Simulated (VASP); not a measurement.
# BeTe (F-43m) in VASP: further runs, part 2 of 2

VASP 6.6.1. Earlier steps stand in the parts before.

### Step 3. Relaxation of cell and atoms, PBE

This run uses another cell than the first one, of 21.25 Å³/atom, 0.988 times its volume.

Contents of INCAR:

```
PREC = Accurate
ENCUT = 300
EDIFF = 1E-6
ISMEAR = 0
SIGMA = 0.03
LREAL = False
LASPH = True
NELM = 80
ALGO = Normal
ISIF = 3
LWAVE = False
LCHARG = False
GGA = PE
IBRION = 2
NSW = 90
EDIFFG = -0.01
```

Contents of KPOINTS:

```
regular mesh
0
Gamma
  4 4 4
```

Contents of POSCAR:

```
BeTe
1.0
    0.0000000000      2.7700000000      2.7700000000
    2.7700000000      0.0000000000      2.7700000000
    2.7700000000      2.7700000000      0.0000000000
Be Te
1 1
Direct
    0.0000000000      0.0000000000      0.0000000000
    0.2500000000      0.2500000000      0.2500000000
```

Potentials or basis: VASP PAW PBE potentials, release 64 (Be, Te).

The run is started by

```bash
> cat potpaw_PBE.64/Be/POTCAR potpaw_PBE.64/Te/POTCAR > POTCAR
> mpirun -np 1 vasp_std > vasp.out
```

Wall time 6.2 s (1 thread of AMD EPYC 7R13 (Zen 3), shared host); peak memory 0.1 GiB.

It converged, with:

```
Free energy                            : -7.5473 eV
Relaxed volume                         : 22.94 Å³/atom
Relaxed cell                           : a = 4.018 Å, b = 4.018 Å, c = 4.018 Å, α = 60.00°, β = 60.00°, γ = 60.00°
Space group after relaxing (to 0.05 Å) : F-43m (No. 216)
Energy gained by relaxing              : 24.6 meV/atom
Ionic steps                            : 3
Pressure after relaxing                : 0.0 GPa
Band gap on the k mesh                 : 2.03 eV, indirect (least direct gap 3.62 eV)
```

The path:
```
step  energy change (eV)  largest force (eV/Å)  pressure (GPa)  volume (Å³)
   1              0.0000                0.0000            4.98        42.51
   2             -0.0467                0.0000           -0.95        46.70
   3             -0.0492                0.0000            0.00        45.87
```

Final structure:
```yaml
crystal:
  lattice:
    - [0.00000, 2.84124, 2.84124]
    - [2.84124, 0.00000, 2.84124]
    - [2.84124, 2.84124, 0.00000]
  atoms:
    - { symbol: Be, position: [0.00000, 0.00000, 0.00000] }
    - { symbol: Te, position: [0.25000, 0.25000, 0.25000] }
```

Levels at points of the mesh, in eV from the valence-band top:
```csv
k point,band 1,band 2,band 3,band 4,band 5,band 6,band 7,band 8
"(0.00, 0.00, 0.00)",-12.12,0.00,0.00,0.00,3.62,3.62,3.62,3.63
"(0.50, 0.00, 0.00)",-10.84,-5.38,-1.09,-1.09,3.00,4.59,4.59,7.82
"(0.50, 0.50, 0.00)",-10.37,-4.98,-2.55,-2.55,2.03,2.69,9.53,9.53
```

Caveat: the k mesh is coarse (spacing up to 0.49 Å⁻¹), so the values aren't converged; the cutoff is under 1.25 times the usual one of these potentials, so pressure, stress and relaxed cells hold a basis-set (Pulay) error; spin-orbit coupling is left out, which moves the levels of the heavy elements. PBE usually gives volumes a little too large and moduli too small.

### Step 4. Relaxation of cell and atoms, PBE

This run uses another cell than the first one, of 22.94 Å³/atom, 1.066 times its volume.

INCAR: that of step 3 with these lines changed.

```diff
@@ -2,3 +2,3 @@
 ENCUT = 300
-EDIFF = 1E-6
+EDIFF = 1E-7
 ISMEAR = 0
@@ -15,2 +15,2 @@
 NSW = 90
-EDIFFG = -0.01
+EDIFFG = -0.005
```

KPOINTS is that of step 3.

Contents of POSCAR:

```
BeTe                                    
1.0
    0.0000000000      2.8412434067      2.8412434067
    2.8412434067     -0.0000000000      2.8412434067
    2.8412434067      2.8412434067      0.0000000000
  Be              Te            
     1     1
Direct
     0.0000000000000000    0.0000000000000000    0.0000000000000000
     0.2500000000000000    0.2500000000000000    0.2500000000000000
```

The run is started by

```bash
> cat potpaw_PBE.64/Be/POTCAR potpaw_PBE.64/Te/POTCAR > POTCAR
> mpirun -np 1 vasp_std > vasp.out
```

Run time: 2.8 s. Hardware: 1 thread of AMD EPYC 7R13 (Zen 3), shared host; peak memory 0.1 GiB.

Results (log left out):

* Free energy: -7.5476 eV
* Pressure after relaxing: 0.0 GPa
* Band gap on the k mesh: 2.03 eV, indirect (least direct gap 3.62 eV)

Final structure:
```cif
data_structure
_symmetry_space_group_name_H-M 'P 1'
_symmetry_Int_Tables_number 1
_cell_length_a 4.0181
_cell_length_b 4.0181
_cell_length_c 4.0181
_cell_angle_alpha 60.000
_cell_angle_beta 60.000
_cell_angle_gamma 60.000
_cell_volume 45.87
loop_
_atom_site_label
_atom_site_type_symbol
_atom_site_fract_x
_atom_site_fract_y
_atom_site_fract_z
_atom_site_occupancy
Be1 Be 0.00000 0.00000 0.00000 1
Te1 Te 0.25000 0.25000 0.25000 1
```

Levels at points of the mesh, in eV from the valence-band top:
```tsv
k point	band 2	band 3	band 4	band 5	band 6	band 7
(0.00, 0.00, 0.00)	0.00	0.00	0.00	3.62	3.62	3.62
(0.50, 0.00, 0.00)	-5.38	-1.09	-1.09	3.00	4.59	4.59
(0.50, 0.50, 0.00)	-4.98	-2.55	-2.55	2.03	2.69	9.53
```

Caveat: the k mesh is coarse (spacing up to 0.48 Å⁻¹), so the values aren't converged; the cutoff is under 1.25 times the usual one of these potentials, so pressure, stress and relaxed cells hold a basis-set (Pulay) error; the relaxation stopped at its first step, so nothing moved; spin-orbit coupling is left out, which moves the levels of the heavy elements.

### Step 5. Relaxation of the atoms, PBE (a relaxed cell with its volume scaled by 0.94)

Contents of INCAR:

```
PREC = Accurate
ENCUT = 300
EDIFF = 1E-7
ISMEAR = 0
SIGMA = 0.03
LREAL = False
LASPH = True
NELM = 80
ALGO = Fast
ISIF = 2
LWAVE = False
LCHARG = False
GGA = PE
IBRION = 2
NSW = 40
EDIFFG = -0.01
```

KPOINTS is that of step 4.

Contents of POSCAR:

```
BeTe                                    
1.0
    0.0000000000      2.7832425727      2.7832425727
    2.7832425727      0.0000000000      2.7832425727
    2.7832425727      2.7832425727      0.0000000000
  Be              Te            
     1     1
Direct
     0.0000000000000000    0.0000000000000000    0.0000000000000000
     0.2500000000000000    0.2500000000000000    0.2500000000000000
```

The run is started by

```bash
> cat potpaw_PBE.64/Be/POTCAR potpaw_PBE.64/Te/POTCAR > POTCAR
> mpirun -np 1 vasp_std > vasp.out
```

Run time: 3.1 s. Hardware: 1 thread of AMD EPYC 7R13 (Zen 3), shared host; peak memory 0.1 GiB.

Results (log left out):

- Free energy: -7.5151 eV
- Pressure after relaxing: 3.9 GPa
- Band gap on the k mesh: 1.88 eV, indirect (least direct gap 3.57 eV)

Final structure:
```xyz
2
Lattice="0.0000 2.7832 2.7832 2.7832 0.0000 2.7832 2.7832 2.7832 0.0000" Properties=species:S:1:pos:R:3 pbc="T T T"
Be    0.0000    0.0000    0.0000
Te    1.3916    1.3916    1.3916
```

Levels at points of the mesh, in eV from the valence-band top:
| k point | band 2 | band 3 | band 4 | band 5 | band 6 | band 7 |
| --- | --- | --- | --- | --- | --- | --- |
| (0.00, 0.00, 0.00) | 0.00 | 0.00 | 0.00 | 3.57 | 3.57 | 3.57 |
| (0.50, 0.00, 0.00) | -5.78 | -1.20 | -1.20 | 3.16 | 4.56 | 4.56 |
| (0.50, 0.50, 0.00) | -5.31 | -2.78 | -2.78 | 1.88 | 2.61 | 9.92 |

Caveat: the k mesh is coarse (spacing up to 0.49 Å⁻¹), so the values aren't converged; the cutoff is under 1.25 times the usual one of these potentials, so pressure, stress and relaxed cells hold a basis-set (Pulay) error; the relaxation stopped at its first step, so nothing moved; spin-orbit coupling is left out, which moves the levels of the heavy elements.

### Step 6. Relaxation of the atoms, PBE (a relaxed cell with its volume scaled by 0.96)

INCAR is that of step 5.

KPOINTS is that of step 5.

Contents of POSCAR:

```
BeTe                                    
1.0
    0.0000000000      2.8028435183      2.8028435183
    2.8028435183      0.0000000000      2.8028435183
    2.8028435183      2.8028435183      0.0000000000
  Be              Te            
     1     1
Direct
     0.0000000000000000    0.0000000000000000    0.0000000000000000
     0.2500000000000000    0.2500000000000000    0.2500000000000000
```

Potentials or basis: VASP PAW PBE potentials, release 64 (Be, Te).

The run is started by

```bash
> cat potpaw_PBE.64/Be/POTCAR potpaw_PBE.64/Te/POTCAR > POTCAR
> mpirun -np 1 vasp_std > vasp.out
```

Run time: 3.2 s. Hardware: 1 thread of AMD EPYC 7R13 (Zen 3), shared host; peak memory 0.1 GiB.

Results (log left out):

```
Free energy             : -7.5335 eV
Pressure after relaxing : 2.5 GPa
Band gap on the k mesh  : 1.93 eV, indirect (least direct gap 3.59 eV)
```

Final structure:
```
CELL_PARAMETERS angstrom
0.00000 2.80284 2.80284
2.80284 0.00000 2.80284
2.80284 2.80284 0.00000
ATOMIC_POSITIONS crystal
Be 0.00000 0.00000 0.00000
Te 0.25000 0.25000 0.25000
```

Levels at points of the mesh, in eV from the valence-band top:
```tsv
k point	band 2	band 3	band 4	band 5	band 6	band 7
(0.00, 0.00, 0.00)	0.00	0.00	0.00	3.59	3.59	3.59
(0.50, 0.00, 0.00)	-5.64	-1.16	-1.16	3.11	4.57	4.57
(0.50, 0.50, 0.00)	-5.20	-2.70	-2.70	1.93	2.64	9.79
```

Caveat: the k mesh is coarse (spacing up to 0.49 Å⁻¹), so the values aren't converged; the cutoff is under 1.25 times the usual one of these potentials, so pressure, stress and relaxed cells hold a basis-set (Pulay) error; the relaxation stopped at its first step, so nothing moved; spin-orbit coupling is left out, which moves the levels of the heavy elements.

### Step 7. The runs side by side

```csv
task,level,potentials or basis,cell,k mesh,cutoff (eV),mesh quality,gap on the mesh (eV),pressure (GPa)
relaxation of cell and atoms,LDA,"VASP PAW LDA potentials, release 64 (Be, Te)",relaxed,8 × 8 × 8,600,not flagged,1.78,0.0
relaxation of cell and atoms,PBE,"VASP PAW PBE potentials, release 64 (Be, Te)",relaxed,4 × 4 × 4,300,coarse,2.03,0.0
relaxation of the atoms,PBE,"VASP PAW PBE potentials, release 64 (Be, Te)",atoms relaxed from: a relaxed cell with its volume scaled by 0.94,4 × 4 × 4,300,coarse,1.88,3.9
relaxation of the atoms,PBE,"VASP PAW PBE potentials, release 64 (Be, Te)",atoms relaxed from: a relaxed cell with its volume scaled by 0.96,4 × 4 × 4,300,coarse,1.93,2.5
```

Alike in all rows: no spin polarisation; smearing gaussian 0.03 eV.

Caveats: some runs use coarse meshes; the relaxation stopped at its first step, so nothing moved; spin-orbit coupling is left out, which moves the levels of the heavy elements; the cutoff is under 1.25 times the usual one of these potentials, so pressure, stress and relaxed cells hold a basis-set (Pulay) error (some runs).

Absolute energies hang on the potentials; compare differences alone.
